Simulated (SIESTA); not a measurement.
**Ag under changes of volume**

One of the cells (18.154 Å³/atom); the others are scaled copies at fixed shape and fractional positions:

```
Ag
1.0
    -1.65565    1.65565    1.65565
     1.65565   -1.65565    1.65565
     1.65565    1.65565   -1.65565
Ag
1
Cartesian
  0.0000 0.0000 0.0000
```

This isn't the form of Ag at room conditions, which is fcc.

| Property | Result |
| --- | --- |
| Program | SIESTA 5.4.2 |
| Functional | PBEsol |
| Potentials or basis | PseudoDojo 0.4 standard (PBEsol files) |
| Basis | DZP (energy shift 0.003 Ry; two zetas on semicore shells) |
| Grid cutoff | 800 Ry |
| Energy shift | 0.003 Ry |
| k mesh | 11 × 11 × 11 |
| Occupations | fermi-dirac, width 0.05 eV |
| Spin | no spin polarisation |

```csv
volume (Å³/atom),energy over the lowest point (meV/atom),pressure (GPa)
17.065,0.00,-1.5
17.428,5.71,-3.6
17.791,16.12,-5.6
18.154,30.59,-7.1
18.517,?,?
18.880,69.94,-9.9
19.243,93.49,-10.9
```

Question: What does the run at 18.517 Å³/atom give?

Answer: Energy over the lowest point 48.86 meV/atom; pressure -8.6 GPa.

Worked out: A Birch-Murnaghan fit of order 3 (a polynomial in V^(-2/3)) to the other rows has its minimum at 16.88 Å³/atom, just outside them, with B0 = V·E''(V) = 124 GPa and B' = 6.0. It gives 48.76 meV/atom at 18.517 Å³/atom, against the run's 48.86, and -dE/dV = -8.7 GPa, against -8.6.

Energies are extrapolated to zero smearing.

Caveats: short orbitals over semicore shells can move pressures by several GPa; the basis of atomic orbitals isn't converged, which shifts pressures, moduli and gaps.
